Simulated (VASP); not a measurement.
# WS2 (Tungstenite) (P6_3/mmc) in VASP: further runs

One slab, WS2 (Tungstenite), is run at these levels: PBE+D3(BJ); tasks: single point.

All numbers are computed with VASP 6.6.1; they aren't measurements. Logs are shortened: lines on timing, memory, paths and dates and some standing lists are left out, and cuts for length are marked.

## 1. Starting point

The structure is hexagonal, space group P6_3/mmc (No. 194). Conventional cell: a = 3.154 Å, b = 3.154 Å, c = 12.143 Å, α = 90.00°, β = 90.00°, γ = 120.00°. W (site symmetry -6m2) is surrounded by 6 S at 2.41 Å. S (site symmetry 3m) has 3 W at 2.41 Å as nearest neighbours.

## 2. Single point, PBE+D3(BJ) (cell and atoms relaxed tightly for the modes)

INCAR

```
ALGO = Fast
DIPOL = 0.5 0.5 0.500
EDIFF = 1E-7
ENCUT = 520
GGA = PE
IDIPOL = 3
ISIF = 2
ISMEAR = 0
IVDW = 12
LASPH = True
LCHARG = False
LDIPOL = True
LREAL = False
LWAVE = False
NBANDS = 49
NELM = 100
PREC = Accurate
SIGMA = 0.01
```

KPOINTS

```
k-points
0
Gamma
  12 12 1
```

POSCAR

```
WS2
1.0
    3.1560478611      0.0000000000      0.0000000000
   -1.5780239305      2.7332176233      0.0000000000
    0.0000000000      0.0000000000     56.5862238292
S W
6 3
Direct
    0.3333333333      0.6666666667      0.3647413247
    0.3333333333      0.6666666667      0.4204337277
    0.6666666667      0.3333333333      0.4721831040
    0.6666666667      0.3333333333      0.5278168960
    0.3333333333      0.6666666667      0.5795662723
    0.3333333333      0.6666666667      0.6352586753
    0.6666666667      0.3333333333      0.3926038123
    0.3333333333      0.6666666667      0.5000000000
    0.6666666667      0.3333333333      0.6073961877
```

Potentials or basis: VASP PAW PBE potentials, release 64 (S, W_sv).

The run is started by

```console
cat potpaw_PBE.64/S/POTCAR potpaw_PBE.64/W_sv/POTCAR > POTCAR
mpirun -np 1 vasp_std > vasp.out
```

OUTCAR:

```text
EDIFF = 1E-7
   ENCUT = 520
   GGA = PE
   ISIF = 2
   ISMEAR = 0
   IVDW = 12
   LASPH = True
   LREAL = False
   NELM = 100
   PREC = Accurate
 IVDW          = 12

 ion  position               nearest neighbor table
   1  0.333  0.667  0.365-   7 2.41   7 2.41   7 2.41
   2  0.333  0.667  0.420-   7 2.41   7 2.41   7 2.41
   3  0.667  0.333  0.472-   8 2.41   8 2.41   8 2.41
   4  0.667  0.333  0.528-   8 2.41   8 2.41   8 2.41
   5  0.333  0.667  0.580-   9 2.41   9 2.41   9 2.41
   6  0.333  0.667  0.635-   9 2.41   9 2.41   9 2.41
   7  0.667  0.333  0.393-   2 2.41   2 2.41   2 2.41   1 2.41   1 2.41   1 2.41
   8  0.333  0.667  0.500-   3 2.41   4 2.41   3 2.41   4 2.41   3 2.41   4 2.41
   9  0.667  0.333  0.607-   5 2.41   5 2.41   5 2.41   6 2.41   6 2.41   6 2.41

  LATTYP: Found a hexagonal cell.
 ALAT       =     3.1560478611
 C/A-ratio  =    17.9294568142

  Lattice vectors:

 A1 = (   3.1560478611,   0.0000000000,   0.0000000000)
 A2 = (  -1.5780239305,   2.7332176233,   0.0000000000)
 A3 = (   0.0000000000,   0.0000000000,  56.5862238292)

Analysis of symmetry for initial positions (statically):
=====================================================================
 Subroutine PRICEL returns:
 Original cell was already a primitive cell.

 Routine SETGRP: Setting up the symmetry group for a
 hexagonal supercell.

 Subroutine GETGRP returns: Found 12 space group operations
 (whereof 12 operations were pure point group operations)
 out of a pool of 24 trial point group operations.

The static configuration has the point symmetry D_3h.

Analysis of symmetry for dynamics (positions and initial velocities):
=====================================================================
 Subroutine PRICEL returns:
 Original cell was already a primitive cell.

 Routine SETGRP: Setting up the symmetry group for a
 hexagonal supercell.

 Subroutine GETGRP returns: Found 12 space group operations
 (whereof 12 operations were pure point group operations)
 out of a pool of 24 trial point group operations.

The dynamic configuration has the point symmetry D_3h.

 Subroutine INISYM returns: Found 12 space group operations
 (whereof 12 operations are pure point group operations),
 and found     1 'primitive' translations

----------------------------------------------------------------------------------------

                                     Primitive cell

  volume of cell :     488.1221

  direct lattice vectors                    reciprocal lattice vectors
     3.156047861  0.000000000  0.000000000     0.316851976  0.182934573  0.000000000
    -1.578023930  2.733217623  0.000000000     0.000000000  0.365869147  0.000000000
     0.000000000  0.000000000 56.586223829     0.000000000  0.000000000  0.017672146

  length of vectors
     3.156047861  3.156047861 56.586223829     0.365869147  0.365869147  0.017672146

  position of ions in fractional coordinates (direct lattice)
     0.333333333  0.666666667  0.364741325
     0.333333333  0.666666667  0.420433728
     0.666666667  0.333333333  0.472183104
     0.666666667  0.333333333  0.527816896
     0.333333333  0.666666667  0.579566272
     0.333333333  0.666666667  0.635258675
     0.666666667  0.333333333  0.392603812
     0.333333333  0.666666667  0.500000000
     0.666666667  0.333333333  0.607396188

  ion indices of the primitive-cell ions
   primitive index   ion index
                 1           1
                 2           2
                 3           3
                 4           4
                 5           5
                 6           6
                 7           7
                 8           8
                 9           9

----------------------------------------------------------------------------------------

 KPOINTS: k-points

Automatic generation of k-mesh.
 Grid dimensions read from file:
 generate k-points for:   12   12    1

 Generating k-lattice:

  Cartesian coordinates                     Fractional coordinates (reciprocal lattice)
     0.026404331  0.015244548  0.000000000     0.083333333  0.000000000  0.000000000
     0.000000000  0.030489096  0.000000000     0.000000000  0.083333333  0.000000000
     0.000000000  0.000000000  0.017672146     0.000000000  0.000000000  1.000000000

  Length of vectors
     0.030489096  0.030489096  0.017672146

  Shift w.r.t. Gamma in fractional coordinates (k-lattice)
     0.000000000  0.000000000  0.000000000

 Subroutine IBZKPT returns following result:
 ===========================================

 Found     19 irreducible k-points:

 Following reciprocal coordinates:
            Coordinates               Weight
  0.000000  0.000000  0.000000      1.000000
  0.083333  0.000000  0.000000      6.000000
  0.166667  0.000000  0.000000      6.000000
  0.250000  0.000000  0.000000      6.000000
  0.333333  0.000000  0.000000      6.000000
  0.416667  0.000000  0.000000      6.000000
[... 11 lines left out ...]
  0.333333  0.250000  0.000000     12.000000
  0.333333  0.333333  0.000000      2.000000
   k-points           NKPTS =     19   k-points in BZ     NKDIM =     19   number of bands    NBANDS=     49
   number of dos      NEDOS =    301   number of ions     NIONS =      9
   total plane-waves  NPLWV = 248832
   dimension x,y,z NGX =    24 NGY =   24 NGZ =  432
   dimension x,y,z NGXF=    48 NGYF=   48 NGZF=  864
   ions per type =               6   3
   NGX,Y,Z   is equivalent  to a cutoff of  12.64, 12.64, 12.69 a.u.
   NGXF,Y,Z  is equivalent  to a cutoff of  25.28, 25.28, 25.38 a.u.
 SYSTEM =  unknown system
   PREC   = accura    normal or accurate (medium, high low for compatibility)
   ISTART =      0    job   : 0-new  1-cont  2-samecut
   ICHARG =      2    charge: 1-file 2-atom 10-const
   ISPIN  =      1    spin polarized calculation?
   LNONCOLLINEAR =      F non collinear calculations
   LSORBIT =      F    spin-orbit coupling
   LASPH  =      T    aspherical Exc in radial PAW
   ENCUT  =  520.0 eV  38.22 Ry    6.18 a.u.   5.87  5.87105.21*2*pi/ulx,y,z
   NELM   =    100;   NELMIN=  2; NELMDL= -5     # of ELM steps
   EDIFF  = 0.1E-06   stopping-criterion for ELM
   LREAL  =      F    real-space projection
   EDIFFG = 0.1E-05   stopping-criterion for IOM
   NSW    =      0    number of steps for IOM
   IBRION =     -1    ionic relax: 0-MD 1-quasi-New 2-CG
   NFREE  =      0    steps in history (QN), initial steepest desc. (CG)
   ISIF   =      2    stress and relaxation
   ISYM   =      2    0-nonsym 1-usesym 2-fastsym
   POTIM  = 0.5000    time-step for ionic-motion
   TEBEG  =    0.0;   TEEND  =   0.0 temperature during run
   PSTRESS=    0.0 pullay stress
   NELECT =      78.0000    total number of electrons
   NUPDOWN=      -1.0000    fix difference up-down
   EMIN   =  10.00;   EMAX   =-10.00  energy-range for DOS
   EFERMI =   0.00;   METHOD = LEGACY
   ISMEAR =     0;   SIGMA  =   0.01  broadening in eV -4-tet -1-fermi 0-gaus
   EFERMI_NEDOS =   21; number of points for ismear=-14 and -15
   IALGO  =     68    algorithm
   IMIX   =      4    mixing-type and parameters
     AMIX     =   0.40;   BMIX     =  1.00
     AMIX_MAG =   1.60;   BMIX_MAG =  1.00
  volume/ion in A,a.u.               =      54.24       366.00
  Fermi-wavevector in a.u.,A,eV,Ry     =   0.888376  1.678787 10.737882  0.789212
  Thomas-Fermi vector in A             =   2.009798
   LORBIT       =      0    0 simple, 1 ext, 2 COOP (PROOUT), +10 PAW based schemes
   GGA     = PE    functional components
   LHFCALC =     F    Hartree Fock is set to
   AEXX    =    0.0000 exact exchange contribution
   IVDW    =    12    specifies the selected vdW correction
   LEPSILON=     F    determine dielectric tensor
   LRPA    =     F    only Hartree local field effects (RPA)
 non-spin polarized calculation
 RMM-DIIS sequential band-by-band and
 Gauss-broadening in eV      SIGMA  =   0.01
  energy-cutoff  :      520.00
  volume of cell :      488.12
 maximum number of plane-waves:     13218
 NGX is ok and might be reduce to    24
   NGX = 11   NGY = 11   NGZ =211

 number of electron      77.9999995 magnetization

 dipolmoment           0.000000      0.000000      0.000000 electrons x Angstroem

 Free energy of the ion-electron system (eV)
  ---------------------------------------------------
  ext. energy  EPLUGINS =         0.00000000
  ---------------------------------------------------
  free energy    TOTEN  =       -70.85091060 eV

  energy without entropy =      -70.85091060  energy(sigma->0) =      -70.85091060

 E-fermi :  -0.9143     XC(G=0):  -3.7740

 val. band max:       -1.0259682445   @ k =   0.0000   0.0000   0.0000
 cond. band min:       0.1219725282   @ k =   0.1667   0.1667   0.0000
 fundamental gap:      1.1479407726
 Fermi energy:        -0.9142556614

 k-point     1 :       0.0000    0.0000    0.0000
  band No.  band energies     occupation
      1     -75.5644      2.00000
      2     -75.5621      2.00000
      3     -75.5621      2.00000
      4     -39.8203      2.00000
      5     -39.8171      2.00000
      6     -39.8171      2.00000
[... 41 lines left out ...]
     48       1.5247      0.00000
     49       1.5732      0.00000

 k-point     2 :       0.0833    0.0000    0.0000
  band No.  band energies     occupation
      1     -75.5631      2.00000
      2     -75.5608      2.00000
      3     -75.5608      2.00000
      4     -39.8158      2.00000
      5     -39.8126      2.00000
      6     -39.8126      2.00000
[... 876 lines left out ...]
 k-point    19 :       0.3333    0.3333    0.0000
  band No.  band energies     occupation
      1     -75.5431      2.00000
      2     -75.5409      2.00000
      3     -75.5409      2.00000
      4     -39.9142      2.00000
      5     -39.9095      2.00000
      6     -39.9095      2.00000
[... 41 lines left out ...]
     48       2.4962      0.00000
     49       4.0058      0.00000

------------------------ aborting loop because EDIFF is reached ----------------------------------------

 vacuum level on the upper side and lower side of the slab       (xc-potential included)        -0.015        -0.015

 Edisp (eV)   -3.51818

 E8    (eV) :    -1.5123

  FORCE on cell =-STRESS in cart. coord.  units (eV):
  Direction    XX          YY          ZZ          XY          YZ          ZX
  --------------------------------------------------------------------------------------
  -------------------------------------------------------------------------------------
  Total      -0.02948    -0.02948    -0.01001    -0.00000     0.00000    -0.00000
  in kB      -0.09677    -0.09677    -0.03286    -0.00000     0.00000    -0.00000
  external pressure =       -0.08 kB  Pullay stress =        0.00 kB

 VOLUME and BASIS-vectors are now :
 -----------------------------------------------------------------------------
  energy-cutoff  :      520.00
  volume of cell :      488.12
      direct lattice vectors                 reciprocal lattice vectors
     3.156047861  0.000000000  0.000000000     0.316851976  0.182934573  0.000000000
    -1.578023930  2.733217623  0.000000000     0.000000000  0.365869147  0.000000000
     0.000000000  0.000000000 56.586223829     0.000000000  0.000000000  0.017672146

 POSITION                                       TOTAL-FORCE (eV/Angst)
 -----------------------------------------------------------------------------------
     -0.00000      1.82215     20.63933         0.000000     -0.000000     -0.005492
     -0.00000      1.82215     23.79076         0.000000      0.000000      0.003049
      1.57802      0.91107     26.71906        -0.000000     -0.000000     -0.004890
      1.57802      0.91107     29.86717        -0.000000     -0.000000      0.004890
     -0.00000      1.82215     32.79547        -0.000000     -0.000000     -0.003049
     -0.00000      1.82215     35.94689         0.000000     -0.000000      0.005492
      1.57802      0.91107     22.21597        -0.000000      0.000000     -0.000101
     -0.00000      1.82215     28.29311         0.000000     -0.000000      0.000000
      1.57802      0.91107     34.37026        -0.000000      0.000000      0.000101
 -----------------------------------------------------------------------------------
    total drift:                               -0.000000      0.000000      0.000000

  FREE ENERGIE OF THE ION-ELECTRON SYSTEM (eV)
  ---------------------------------------------------
  free  energy   TOTEN  =       -74.3690931635 eV

  energy  without entropy=      -74.3690931635  energy(sigma->0) =      -74.36909316

 vacuum level on the upper side and lower side of the slab         4.037         4.037
```

Wall time 21 min (1 thread of Intel Xeon Platinum 8488C (Sapphire Rapids), shared host); peak memory 0.72 GiB.

What came out:

| Item | Value |
| --- | --- |
| Free energy | -74.3691 eV |
| Largest force | 0.005 eV/Å |
| Band gap on the k mesh | 1.15 eV, indirect (least direct gap 1.86 eV) |
| Dispersion energy per atom | -0.391 eV |

Forces in eV/Å, atoms in the order of the input:
```
S    0.000  0.000 -0.005
S    0.000  0.000  0.003
S    0.000  0.000 -0.005
S    0.000  0.000  0.005
S    0.000  0.000 -0.003
S    0.000  0.000  0.005
W    0.000  0.000  0.000
W    0.000  0.000  0.000
W    0.000  0.000  0.000
```

Levels at points of the mesh, in eV from the valence-band top:
```
           k point  band 36  band 37  band 38  band 39  band 40  band 41  band 42  band 43
(0.00, 0.00, 0.00)    -1.90    -0.96    -0.36     0.00     2.37     2.37     2.38     2.38
(0.50, 0.00, 0.00)    -1.69    -1.61    -1.51    -1.46     2.40     2.43     2.44     2.72
```

Caveat: spin-orbit coupling is left out, which moves the levels of the heavy elements.

[end of part 1 of 2]
